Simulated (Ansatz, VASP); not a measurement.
## One calculation of Al, two programs

```
CELL_PARAMETERS angstrom
2.85749 0.00000 0.00000
0.00000 2.85749 0.00000
0.00000 0.00000 22.06160
ATOMIC_POSITIONS crystal
Al 0.25000 0.25000 0.36262
Al 0.75000 0.75000 0.45421
Al 0.25000 0.25000 0.54579
Al 0.75000 0.75000 0.63738
```

The slab is cut from a database's or a generator's crystal, which needn't be the stable form of the element.

Alike in both runs: task single point; functional PBE; k mesh 14 × 14 × 1; occupations fermi-dirac, width 0.08 eV; no spin polarisation.

|  | VASP | Ansatz |
| --- | --- | --- |
| version | VASP 6.6.1 | Ansatz 0.2.0 |
| potentials or method | VASP PAW PBE potentials, release 64 (Al), cutoff 520 eV | all-electron LAPW, scalar-relativistic |

|  | VASP | Ansatz | Ansatz less VASP |
| --- | --- | --- | --- |
| rms of the force components (eV/Å) | 0.048 | 0.048 | +0.0001 |

Atom by atom the forces differ by 0.000 eV/Å (rms over components). Ansatz ran all-electron here, so the differences hold the error of VASP's frozen core and of both bases.
